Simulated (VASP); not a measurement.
# From one sheet to two: 2H-MoS2 monolayer, part 4 of 9

Aim: relax 2H-MoS2 monolayer, place its levels against the vacuum, then find how two sheets stack and bind.

VASP 6.6.1, plane waves and PAW; the level of theory is named at each step.

So far. Step 3 (A second relaxation): The start already met the threshold, so nothing moved. Step 4 (Vacuum level and density of states): The vacuum level lies 6.18 eV above the highest filled level at the upper face; both faces agree, as the slab has next to no dipole.

## (5) The slab in a field, field -0.1

Level of this step: r2SCAN with rVV10, no spin polarisation; plane waves and PAW (Mo, S) (VASP).

A field across the slab, with the atoms held, gives the electronic response: the dipole changes linearly with the field, and the energy has a linear term from the slab's own dipole and a quadratic one from its polarisability.

File INCAR:

```
SYSTEM = MoS2
PREC = Normal
ENCUT = 350
EDIFF = 1E-06
NELM = 120
ISMEAR = 0
SIGMA = 0.03
LREAL = .FALSE.
ALGO = Normal
METAGGA = R2SCAN
LUSE_VDW = .TRUE.
IVDW_NL = 2
BPARAM = 11.95
CPARAM = 0.0093
LASPH = .TRUE.
NBANDS = 15
LORBIT = 11
LWAVE = .FALSE.
LCHARG = .FALSE.
KPAR = 4
IDIPOL = 3
LDIPOL = .TRUE.
DIPOL = 0.5 0.5 0.5
EFIELD = -0.1
```

File POSCAR:

```
MoS2
1.0
    3.1738069310      0.0000000000      0.0000000000
   -1.5869034655      2.7485974289      0.0000000000
    0.0000000000      0.0000000000     22.0000000000
Mo S
1 2
Direct
    0.3333333333      0.6666666667      0.5000000000
    0.6666666667      0.3333333333      0.4291524294
    0.6666666667      0.3333333333      0.5708475706
```

File KPOINTS:

```
Automatic mesh
0
Gamma
12 12 1
0 0 0
```

PAW data sets: Mo and S (PBE family, release 64).

The run is started by

```console
$ mpirun -np 4 vasp_std
```

The program printed:

```text
[... set-up lines as in an earlier step ...]
 entering main loop
       N       E                     dE             d eps       ncg     rms          rms(c)
Total rVV10 correction in eV:      0.5468346    24.2361291
Total rVV10 correction in eV:      0.5468346    24.2361291
Total rVV10 correction in eV:      0.5468346    24.2361291
Total rVV10 correction in eV:      0.5468346    24.2361291
DAV:   1     0.880352296538E+02    0.88035E+02   -0.51668E+03   570   0.649E+02
DAV:   2    -0.369253133632E+02   -0.12496E+03   -0.11830E+03   923   0.166E+02
DAV:   3    -0.486830463666E+02   -0.11758E+02   -0.11628E+02   780   0.612E+01
DAV:   4    -0.488875903470E+02   -0.20454E+00   -0.20433E+00   718   0.977E+00
DAV:   5    -0.488931394930E+02   -0.55491E-02   -0.55486E-02   816   0.153E+00    0.262E+01
Total rVV10 correction in eV:      0.5470088    24.2373790
Total rVV10 correction in eV:      0.5470088    24.2373790
Total rVV10 correction in eV:      0.5470088    24.2373790
Total rVV10 correction in eV:      0.5470088    24.2373790
DAV:   6    -0.447825029802E+02    0.41106E+01   -0.67023E+00   759   0.201E+01    0.105E+01
Total rVV10 correction in eV:      0.5415485    24.2386396
Total rVV10 correction in eV:      0.5415485    24.2386396
Total rVV10 correction in eV:      0.5415485    24.2386396
Total rVV10 correction in eV:      0.5415485    24.2386396
DAV:   7    -0.445651757398E+02    0.21733E+00   -0.25578E+00   780   0.156E+01    0.787E+00
Total rVV10 correction in eV:      0.5431290    24.2381525
Total rVV10 correction in eV:      0.5431290    24.2381525
Total rVV10 correction in eV:      0.5431290    24.2381525
Total rVV10 correction in eV:      0.5431290    24.2381525
DAV:   8    -0.443830818581E+02    0.18209E+00   -0.35550E-01   724   0.559E+00    0.971E-01
Total rVV10 correction in eV:      0.5445432    24.2381936
Total rVV10 correction in eV:      0.5445432    24.2381936
Total rVV10 correction in eV:      0.5445432    24.2381936
Total rVV10 correction in eV:      0.5445432    24.2381936
DAV:   9    -0.443938419128E+02   -0.10760E-01   -0.41395E-02   787   0.156E+00    0.319E-01
Total rVV10 correction in eV:      0.5459152    24.2381417
Total rVV10 correction in eV:      0.5459152    24.2381417
Total rVV10 correction in eV:      0.5459152    24.2381417
Total rVV10 correction in eV:      0.5459152    24.2381417
DAV:  10    -0.443934798574E+02    0.36206E-03   -0.24722E-03   717   0.393E-01    0.121E-01
Total rVV10 correction in eV:      0.5467581    24.2380173
Total rVV10 correction in eV:      0.5467581    24.2380173
Total rVV10 correction in eV:      0.5467581    24.2380173
Total rVV10 correction in eV:      0.5467581    24.2380173
DAV:  11    -0.443939826045E+02   -0.50275E-03   -0.73190E-04   717   0.185E-01    0.104E-01
Total rVV10 correction in eV:      0.5471851    24.2378813
Total rVV10 correction in eV:      0.5471851    24.2378813
Total rVV10 correction in eV:      0.5471851    24.2378813
Total rVV10 correction in eV:      0.5471851    24.2378813
DAV:  12    -0.443943020180E+02   -0.31941E-03   -0.11922E-04   696   0.704E-02    0.692E-02
Total rVV10 correction in eV:      0.5480402    24.2375912
Total rVV10 correction in eV:      0.5480402    24.2375912
Total rVV10 correction in eV:      0.5480402    24.2375912
Total rVV10 correction in eV:      0.5480402    24.2375912
DAV:  13    -0.443948919395E+02   -0.58992E-03   -0.33414E-04   675   0.108E-01    0.255E-02
Total rVV10 correction in eV:      0.5486811    24.2372882
Total rVV10 correction in eV:      0.5486811    24.2372882
Total rVV10 correction in eV:      0.5486811    24.2372882
Total rVV10 correction in eV:      0.5486811    24.2372882
DAV:  14    -0.443952636092E+02   -0.37167E-03   -0.12510E-04   675   0.677E-02    0.201E-02
Total rVV10 correction in eV:      0.5489865    24.2370207
Total rVV10 correction in eV:      0.5489865    24.2370207
Total rVV10 correction in eV:      0.5489865    24.2370207
Total rVV10 correction in eV:      0.5489865    24.2370207
DAV:  15    -0.443954909114E+02   -0.22730E-03   -0.26494E-05   605   0.353E-02    0.111E-02
Total rVV10 correction in eV:      0.5495861    24.2366088
Total rVV10 correction in eV:      0.5495861    24.2366088
Total rVV10 correction in eV:      0.5495861    24.2366088
Total rVV10 correction in eV:      0.5495861    24.2366088
DAV:  16    -0.443958532490E+02   -0.36234E-03   -0.10242E-04   661   0.640E-02    0.934E-03
Total rVV10 correction in eV:      0.5497230    24.2363909
Total rVV10 correction in eV:      0.5497230    24.2363909
Total rVV10 correction in eV:      0.5497230    24.2363909
Total rVV10 correction in eV:      0.5497230    24.2363909
DAV:  17    -0.443960390965E+02   -0.18585E-03   -0.38280E-05   682   0.338E-02    0.310E-03
Total rVV10 correction in eV:      0.5497619    24.2362205
Total rVV10 correction in eV:      0.5497619    24.2362205
Total rVV10 correction in eV:      0.5497619    24.2362205
Total rVV10 correction in eV:      0.5497619    24.2362205
DAV:  18    -0.443961747366E+02   -0.13564E-03   -0.32126E-05   710   0.267E-02    0.304E-03
Total rVV10 correction in eV:      0.5497585    24.2361642
Total rVV10 correction in eV:      0.5497585    24.2361642
Total rVV10 correction in eV:      0.5497585    24.2361642
Total rVV10 correction in eV:      0.5497585    24.2361642
DAV:  19    -0.443962094404E+02   -0.34704E-04   -0.34954E-06   696   0.101E-02    0.247E-03
Total rVV10 correction in eV:      0.5497459    24.2361245
Total rVV10 correction in eV:      0.5497459    24.2361245
Total rVV10 correction in eV:      0.5497459    24.2361245
Total rVV10 correction in eV:      0.5497459    24.2361245
DAV:  20    -0.443962268141E+02   -0.17374E-04   -0.15325E-06   630   0.882E-03    0.182E-03
Total rVV10 correction in eV:      0.5497446    24.2361200
Total rVV10 correction in eV:      0.5497446    24.2361200
Total rVV10 correction in eV:      0.5497446    24.2361200
Total rVV10 correction in eV:      0.5497446    24.2361200
DAV:  21    -0.443962283416E+02   -0.15276E-05   -0.12461E-07   621   0.334E-03    0.774E-04
Total rVV10 correction in eV:      0.5497431    24.2361190
Total rVV10 correction in eV:      0.5497431    24.2361190
Total rVV10 correction in eV:      0.5497431    24.2361190
Total rVV10 correction in eV:      0.5497431    24.2361190
DAV:  22    -0.443962303797E+02   -0.20381E-05   -0.30900E-07   545   0.507E-03    0.347E-04
Total rVV10 correction in eV:      0.5497432    24.2361196
Total rVV10 correction in eV:      0.5497432    24.2361196
Total rVV10 correction in eV:      0.5497432    24.2361196
Total rVV10 correction in eV:      0.5497432    24.2361196
DAV:  23    -0.443962306406E+02   -0.26084E-06   -0.65729E-08   649   0.235E-03
Total rVV10 correction in eV:      0.5497428    24.2361210
Total rVV10 correction in eV:      0.5497428    24.2361210
Total rVV10 correction in eV:      0.5497428    24.2361210
Total rVV10 correction in eV:      0.5497428    24.2361210
Total rVV10 correction in eV:      0.5497433    24.2361202
Total rVV10 correction in eV:      0.5497433    24.2361202
Total rVV10 correction in eV:      0.5497433    24.2361202
Total rVV10 correction in eV:      0.5497433    24.2361202
   1 F= -.44396231E+02 E0= -.44396231E+02  d E =-.464899E-11
```

It took 82 s on 4 MPI ranks of AMD EPYC 7R43, shared host; peak memory 1.1 GiB; 5.4 min of CPU time.

From OUTCAR (step 5):

```text
   NELECT =      18.0000    total number of electrons

 dipolmoment           0.000000      0.000000     -0.024377 electrons x Angstroem

 E-fermi :  -2.9336

 k-point     1 :       0.0000    0.0000    0.0000
  band No.  band energies     occupation
    ...
      5      -5.8200      2.00000
      6      -4.9260      2.00000
      7      -4.6429      2.00000
      8      -4.6429      2.00000
      9      -3.0590      2.00000
     10      -0.0589      0.00000
     11      -0.0589      0.00000
     12       0.1707      0.00000
     13       0.1707      0.00000
     14       2.6915      0.00000
    ...

  Total       -0.0130337     -0.0130337     -0.0247056      0.0000000     -0.0000000      0.0000000
  in kB       -0.1088091     -0.1088091     -0.2062488      0.0000000     -0.0000000      0.0000000
  external PRESSURE =      -0.1412890 kB  Pullay stress =       0.0000000 kB

 POSITION                                       TOTAL-FORCE (eV/Angst)
 -----------------------------------------------------------------------------------
     -0.00000      1.83240     11.00000         0.000000      0.000000     -0.006185
      1.58690      0.91620      9.44135         0.000000     -0.000000     -0.003276
      1.58690      0.91620     12.55865        -0.000000     -0.000000      0.009461
 -----------------------------------------------------------------------------------
    total drift:                                0.000001     -0.000002      0.000110

  FREE ENERGIE OF THE ION-ELECTRON SYSTEM (eV)
  ---------------------------------------------------
  free  energy   TOTEN  =       -44.3962306406 eV

  energy  without entropy=      -44.3962306406  energy(sigma->0) =      -44.39623064

 vacuum level on the upper side and lower side of the slab         3.915         2.309

[... 8 parts as in an earlier step ...]

[... 9 further parts left out ...]
```

This step gave:

```
electronic cycles : 23
Fermi energy      : -2.934 eV
dipole moment     : 0, 0, -0.02438 e·Å
```

VASP counts the dipole in electrons times Å, so a positive number points the physical dipole along −c. A positive EFIELD is likewise a physical field along −c.

Energy at zero smearing: -44.39623 eV.

## (6) The slab in a field, field 0.1

INCAR, as its differences from that of step 5:

```diff
@@ -23,2 +23,2 @@
 DIPOL = 0.5 0.5 0.5
-EFIELD = -0.1
+EFIELD = 0.1
```

POSCAR is that of step 5.

KPOINTS is that of step 5.

The run is started by

```console
$ mpirun -np 4 vasp_std
```

The program printed:

```text
[... set-up lines as in an earlier step ...]
 entering main loop
       N       E                     dE             d eps       ncg     rms          rms(c)
Total rVV10 correction in eV:      0.5468346    24.2361291
Total rVV10 correction in eV:      0.5468346    24.2361291
Total rVV10 correction in eV:      0.5468346    24.2361291
Total rVV10 correction in eV:      0.5468346    24.2361291
DAV:   1     0.849954003728E+02    0.84995E+02   -0.52053E+03   578   0.649E+02
DAV:   2    -0.371820353755E+02   -0.12218E+03   -0.11511E+03   894   0.164E+02
DAV:   3    -0.486815748771E+02   -0.11500E+02   -0.11351E+02   808   0.606E+01
DAV:   4    -0.488874468137E+02   -0.20587E+00   -0.20566E+00   676   0.992E+00
DAV:   5    -0.488932054976E+02   -0.57587E-02   -0.57579E-02   862   0.156E+00    0.262E+01
Total rVV10 correction in eV:      0.5470082    24.2373790
Total rVV10 correction in eV:      0.5470082    24.2373790
Total rVV10 correction in eV:      0.5470082    24.2373790
Total rVV10 correction in eV:      0.5470082    24.2373790
[...]
Total rVV10 correction in eV:      0.5497445    24.2361199
DAV:  21    -0.443962280581E+02   -0.23035E-05   -0.11906E-07   621   0.296E-03    0.808E-04
Total rVV10 correction in eV:      0.5497430    24.2361190
Total rVV10 correction in eV:      0.5497430    24.2361190
Total rVV10 correction in eV:      0.5497430    24.2361190
Total rVV10 correction in eV:      0.5497430    24.2361190
DAV:  22    -0.443962306234E+02   -0.25652E-05   -0.24738E-07   544   0.463E-03    0.373E-04
Total rVV10 correction in eV:      0.5497431    24.2361198
Total rVV10 correction in eV:      0.5497431    24.2361198
Total rVV10 correction in eV:      0.5497431    24.2361198
Total rVV10 correction in eV:      0.5497431    24.2361198
DAV:  23    -0.443962302267E+02    0.39664E-06   -0.43432E-08   642   0.185E-03
Total rVV10 correction in eV:      0.5497427    24.2361210
Total rVV10 correction in eV:      0.5497427    24.2361210
Total rVV10 correction in eV:      0.5497427    24.2361210
Total rVV10 correction in eV:      0.5497427    24.2361210
Total rVV10 correction in eV:      0.5497432    24.2361200
Total rVV10 correction in eV:      0.5497432    24.2361200
Total rVV10 correction in eV:      0.5497432    24.2361200
Total rVV10 correction in eV:      0.5497432    24.2361200
   1 F= -.44396230E+02 E0= -.44396230E+02  d E =-.520631E-11
```

Elapsed: 80 s, on 4 MPI ranks; peak memory 1.1 GiB; 5.3 min of CPU time.

From OUTCAR (step 6):

```text
  Total       -0.0130582     -0.0130582     -0.0247577      0.0000000      0.0000000      0.0000000
  in kB       -0.1090136     -0.1090136     -0.2066837      0.0000000      0.0000000      0.0000000
  external PRESSURE =      -0.1415703 kB  Pullay stress =       0.0000000 kB

 POSITION                                       TOTAL-FORCE (eV/Angst)
 -----------------------------------------------------------------------------------
     -0.00000      1.83240     11.00000         0.000000      0.000000      0.006190
      1.58690      0.91620      9.44135         0.000000      0.000000     -0.009488
      1.58690      0.91620     12.55865        -0.000000      0.000000      0.003298
 -----------------------------------------------------------------------------------
    total drift:                               -0.000001      0.000001     -0.000112

  FREE ENERGIE OF THE ION-ELECTRON SYSTEM (eV)
  ---------------------------------------------------
  free  energy   TOTEN  =       -44.3962302267 eV

  energy  without entropy=      -44.3962302267  energy(sigma->0) =      -44.39623023

[... 2 parts as in an earlier step ...]

[... 1 further part left out ...]
[key lines of the parts left out:]
E-fermi :  -2.9340
```

Numbers from this step:

```
dipole moment : 0, 0, 0.02438 e·Å
```

Energy at zero smearing: -44.39623 eV.

(Continued in part 5 of 9.)

[Lines on the potential files, build, host, timing and source positions are cut from VASP's logs without a mark.]

[Logs are printed without paths, hosts, clocks, repeated set-up lines and the standing remarks that a program may print on its own settings, such as how far it seeks lower states.]

[Hosts, paths, dates, database ids (printed as entryN), source tags and the programs' standing remarks are cut or masked in the printed files.]

[Runs that stopped without an error message from VASP are left out.]
